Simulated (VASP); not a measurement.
# ZnO (P6_3mc) in VASP: notebook, part 2 of 2

VASP 6.6.1. Earlier steps stand in the parts before.

## 3. Optical spectrum, PBE

File INCAR:

```
PREC = Accurate
ENCUT = 520
EDIFF = 1E-7
ISMEAR = 0
SIGMA = 0.02
LREAL = False
LASPH = True
NELM = 80
ALGO = Normal
ISIF = 2
LWAVE = False
LCHARG = False
GGA = PE
LOPTICS = True
NBANDS = 66
NEDOS = 2000
CSHIFT = 0.1
```

File KPOINTS:

```
Automatic mesh
0
Gamma
  18 18 10
```

File POSCAR:

```
ZnO                                     
1.0
    3.2872343613      0.0000000000      0.0000000000
   -1.6436171806      2.8468284622      0.0000000000
    0.0000000000      0.0000000000      5.3047649436
  Zn              O             
     2     2
Direct
     0.3333333300000021    0.6666666699999979    0.4999313128378300
     0.6666666699999979    0.3333333300000021    0.9999313128378300
     0.6666666699999979    0.3333333300000021    0.3790786871621710
     0.3333333300000021    0.6666666699999979    0.8790786871621710
```

Potentials or basis: VASP PAW PBE potentials, release 64 (Zn, O).

Launch:

```console
$ cat potpaw_PBE.64/Zn/POTCAR potpaw_PBE.64/O/POTCAR > POTCAR
$ mpirun -np 1 vasp_std > vasp.out
```

OUTCAR:

```text
PREC = Accurate
   ENCUT = 520
   EDIFF = 1E-7
   ISMEAR = 0
   LREAL = False
   LASPH = True
   NELM = 80
   ISIF = 2
   GGA = PE

 ion  position               nearest neighbor table
   1  0.333  0.667  0.500-   3 2.00   3 2.00   3 2.00   4 2.01
   2  0.667  0.333  1.000-   4 2.00   4 2.00   4 2.00   3 2.01
   3  0.667  0.333  0.379-   1 2.00   1 2.00   1 2.00   2 2.01
   4  0.333  0.667  0.879-   2 2.00   2 2.00   2 2.00   1 2.01

  LATTYP: Found a hexagonal cell.
 ALAT       =     3.2872343613
 C/A-ratio  =     1.6137471079

  Lattice vectors:

 A1 = (   3.2872343613,   0.0000000000,   0.0000000000)
 A2 = (  -1.6436171806,   2.8468284622,   0.0000000000)
 A3 = (   0.0000000000,   0.0000000000,   5.3047649436)

Analysis of symmetry for initial positions (statically):
=====================================================================
 Subroutine PRICEL returns:
 Original cell was already a primitive cell.

 Routine SETGRP: Setting up the symmetry group for a
 hexagonal supercell.

 Subroutine GETGRP returns: Found 12 space group operations
 (whereof  6 operations were pure point group operations)
 out of a pool of 24 trial point group operations.

The static configuration has the point symmetry C_3v.
 The point group associated with its full space group is C_6v.

Analysis of symmetry for dynamics (positions and initial velocities):
=====================================================================
 Subroutine PRICEL returns:
 Original cell was already a primitive cell.

 Routine SETGRP: Setting up the symmetry group for a
 hexagonal supercell.

 Subroutine GETGRP returns: Found 12 space group operations
 (whereof  6 operations were pure point group operations)
 out of a pool of 24 trial point group operations.

The dynamic configuration has the point symmetry C_3v.
 The point group associated with its full space group is C_6v.

 Subroutine INISYM returns: Found 12 space group operations
 (whereof  6 operations are pure point group operations),
 and found     1 'primitive' translations
[... 141 lines left out ...]
  ext. energy  EPLUGINS =         0.00000000
  ---------------------------------------------------
  free energy    TOTEN  =       -17.86233022 eV

  energy without entropy =      -17.86233022  energy(sigma->0) =      -17.86233022

 E-fermi :   0.9310     XC(G=0): -10.6894

 val. band max:        0.8352912238   @ k =   0.0000   0.0000   0.0000
 cond. band min:       1.5532299352   @ k =   0.0000   0.0000   0.0000
 fundamental gap:      0.7179387113
 Fermi energy:         0.9310223958

 k-point     1 :       0.0000    0.0000    0.0000
  band No.  band energies     occupation
      1     -16.9302      2.00000
      2     -16.2726      2.00000
      3      -4.6718      2.00000
      4      -4.6718      2.00000
      5      -4.6323      2.00000
      6      -4.4960      2.00000
[... 781 lines left out ...]
     29      20.4272      0.00000
     30      20.8914      0.00000

 [... further k-points ...]

 [bands above 30 left out]

------------------------ aborting loop because EDIFF is reached ----------------------------------------

  FORCE on cell =-STRESS in cart. coord.  units (eV):
  Direction    XX          YY          ZZ          XY          YZ          ZX
  --------------------------------------------------------------------------------------
  -------------------------------------------------------------------------------------
  Total       -0.0042942     -0.0042942      0.0055951     -0.0000000     -0.0000000      0.0000000
  in kB       -0.1385903     -0.1385903      0.1805750     -0.0000000     -0.0000000      0.0000000
  external PRESSURE =      -0.0322019 kB  Pullay stress =       0.0000000 kB

 VOLUME and BASIS-vectors are now :
 -----------------------------------------------------------------------------
  energy-cutoff  :      520.00
  volume of cell :       49.64
      direct lattice vectors                 reciprocal lattice vectors
     3.287234361  0.000000000  0.000000000     0.304207090  0.175634046  0.000000000
    -1.643617181  2.846828462  0.000000000     0.000000000  0.351268091  0.000000000
     0.000000000  0.000000000  5.304764944     0.000000000  0.000000000  0.188509766

 POSITION                                       TOTAL-FORCE (eV/Angst)
 -----------------------------------------------------------------------------------
     -0.00000      1.89789      2.65202         0.000000      0.000000      0.001017
      1.64362      0.94894      5.30440        -0.000000      0.000000      0.001017
      1.64362      0.94894      2.01092         0.000000     -0.000000     -0.001017
     -0.00000      1.89789      4.66331        -0.000000      0.000000     -0.001017
 -----------------------------------------------------------------------------------
    total drift:                                0.000003     -0.000004     -0.000926

  FREE ENERGIE OF THE ION-ELECTRON SYSTEM (eV)
  ---------------------------------------------------
  free  energy   TOTEN  =       -17.8623302227 eV

  energy  without entropy=      -17.8623302227  energy(sigma->0) =      -17.86233022

 electrical conductivity sigma (Mega S m-1) (frequency dependency in vasprun.xml)
  --------------------------------------------------------------------------------------
       0.000       0.000       0.000
       0.000       0.000       0.000
       0.000       0.000       0.000

  frequency dependent IMAGINARY DIELECTRIC FUNCTION (independent particle, no local field effects) density-density
     E(ev)      X         Y         Z        XY        YZ        ZX
  --------------------------------------------------------------------------------------------------------------
     0.00000     0.00000     0.00000     0.00000     0.00000     0.00000     0.00000
     0.88134     0.74184     0.74184     0.74165     0.00000    -0.00000     0.00000
     1.76268     1.98730     1.98730     2.29910     0.00000    -0.00000     0.00000
     2.64402     1.39936     1.39936     1.38948     0.00000    -0.00000     0.00000
     3.52536     1.31697     1.31697     1.50613     0.00000     0.00000     0.00000
     4.40670     1.74899     1.74899     1.88428     0.00000    -0.00000     0.00000
[... 92 lines left out ...]
    86.37126     0.00022     0.00022     0.00021     0.00000    -0.00000    -0.00000
    87.25260     0.00021     0.00021     0.00021     0.00000    -0.00000    -0.00000

  frequency dependent      REAL DIELECTRIC FUNCTION (independent particle, no local field effects) density-density
     E(ev)        X           Y           Z          XY          YZ          ZX
  --------------------------------------------------------------------------------------------------------------
     0.00000     5.34046     5.34046     5.36837     0.00000    -0.00000     0.00000
     0.88134     5.71500     5.71500     5.65352     0.00000    -0.00000     0.00000
     1.76268     4.49390     4.49390     4.47285     0.00000    -0.00000     0.00000
     2.64402     4.09092     4.09092     4.18239     0.00000     0.00000    -0.00000
     3.52536     3.97237     3.97237     4.11875     0.00000    -0.00000    -0.00000
     4.40670     4.01040     4.01040     3.95267     0.00000    -0.00000    -0.00000
[... 92 lines left out ...]
    86.37126     0.92224     0.92224     0.92268    -0.00000     0.00000    -0.00000
    87.25260     0.92410     0.92410     0.92453    -0.00000     0.00000    -0.00000

  frequency dependent IMAGINARY DIELECTRIC FUNCTION (independent particle, no local field effects) current-current
     E(ev)      X         Y         Z        XY        YZ        ZX
  --------------------------------------------------------------------------------------------------------------
     0.00000    19.68196    19.68196    19.81124     0.00000     0.00000     0.00000
     0.88134     1.80469     1.80469     1.78913     0.00000     0.00000     0.00000
     1.76268     2.37760     2.37760     2.68590     0.00000     0.00000    -0.00000
     2.64402     1.63068     1.63068     1.62826     0.00000     0.00000    -0.00000
     3.52536     1.48485     1.48485     1.68265     0.00000     0.00000    -0.00000
     4.40670     1.88488     1.88488     2.01704     0.00000     0.00000    -0.00000
[... 92 lines left out ...]
    86.37126     0.00004     0.00004     0.00004     0.00000     0.00000     0.00000
    87.25260     0.00003     0.00003     0.00003     0.00000     0.00000     0.00000

  frequency dependent      REAL DIELECTRIC FUNCTION (independent particle, no local field effects) current-current
     E(ev)        X           Y           Z          XY          YZ          ZX
  --------------------------------------------------------------------------------------------------------------
     0.00000     5.29317     5.29317     5.32931     0.00000     0.00000    -0.00000
     0.88134     5.54279     5.54279     5.48428     0.00000     0.00000    -0.00000
     1.76268     4.27019     4.27019     4.20808     0.00000     0.00000    -0.00000
     2.64402     3.98713     3.98713     4.07886     0.00000    -0.00000     0.00000
     3.52536     3.89851     3.89851     4.03444     0.00000    -0.00000    -0.00000
     4.40670     3.93096     3.93096     3.86723     0.00000    -0.00000     0.00000
[... 92 lines left out ...]
    86.37126     0.92225     0.92225     0.92269    -0.00000     0.00000     0.00000
    87.25260     0.92411     0.92411     0.92454    -0.00000     0.00000     0.00000
```

Wall time 6.2 min (1 thread of Intel Xeon 6975P-C (Granite Rapids), shared host); peak memory 0.95 GiB.

Results:

| Item | Value |
| --- | --- |
| Free energy | -17.8623 eV |
| Pressure | 0.0 GPa |
| Band gap on the k mesh | 0.72 eV, direct |

Levels at points of the mesh, in eV from the valence-band top:
| k point | band 15 | band 16 | band 17 | band 18 | band 19 | band 20 | band 21 | band 22 |
| --- | --- | --- | --- | --- | --- | --- | --- | --- |
| (0.00, 0.00, 0.00) | -0.75 | -0.08 | 0.00 | 0.00 | 0.72 | 5.07 | 8.05 | 12.69 |
| (0.50, 0.00, 0.00) | -2.70 | -2.12 | -1.22 | -0.79 | 5.59 | 6.81 | 7.52 | 8.22 |
| (0.00, 0.00, 0.50) | -0.37 | -0.37 | -0.37 | -0.37 | 3.35 | 3.35 | 9.89 | 9.89 |
| (0.50, 0.00, 0.50) | -1.42 | -1.42 | -1.30 | -1.30 | 5.63 | 5.63 | 8.19 | 8.19 |

Dielectric function (mean over the directions given):
```csv
energy (eV),real part,imaginary part
0.26,5.42,0.06
1.23,5.29,1.67
2.29,4.15,1.96
3.35,3.69,1.51
4.32,4.21,1.60
5.38,4.02,1.79
6.43,3.59,2.90
7.49,3.21,2.49
8.46,3.24,2.34
9.52,3.39,3.49
10.58,1.37,4.28
11.63,1.45,3.70
12.60,0.11,3.59
13.66,-0.65,3.19
14.72,-0.86,1.61
15.78,-0.30,1.24
16.75,-0.15,0.92
17.80,0.04,0.89
18.86,0.04,0.56
19.92,0.31,0.45
```

Caveat: independent-particle spectra lack excitons.

## 4. Comparison with measurements

Step 2. Against the measured gap of ZnO, 3.37 eV (quoted in “Electronic structure of alkaline earth and post-transition metal oxides”, 2009, arxiv:0908.1581), the calculated 0.72 eV is off by -2.65 eV. So large a miss can be the level of theory's own, or it may mean another phase, state or a wrong row. The value is that of PBE, without temperature or zero-point motion. Semilocal functionals fall short of measured gaps as a rule.

Step 3. Against the measured gap of ZnO, 3.37 eV (quoted in “Electronic structure of alkaline earth and post-transition metal oxides”, 2009, arxiv:0908.1581), the calculated 0.72 eV is off by -2.65 eV. So large a miss can be the level of theory's own, or it may mean another phase, state or a wrong row. The value is that of PBE on a finite k mesh, which can miss the band edges, without temperature or zero-point motion. Semilocal functionals fall short of measured gaps as a rule.
